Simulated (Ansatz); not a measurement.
The calculation used DFT r2SCAN, scalar-relativistic, plane waves, PAW (Ansatz 0.2.0). Settings: cutoff 500 eV, Γ-centred meshes no coarser than 0.19 Å⁻¹ for metals and 0.3 Å⁻¹ for insulators (2π included), Gaussian smearing.

Temperature and zero-point effects are left out. Only the structures computed here compete, so a lower one can exist. The k mesh leaves about 4 meV/atom of noise in metals. No run is spin-polarised.

4 distinct structures were compared, and only named types are asked about.

Question: Which is lower for CO, the zinc blende or the caesium chloride structure, and by how much?

Answer: The zinc blende structure, by 735 meV/atom. It takes 10.2 Å³/atom against 7.7.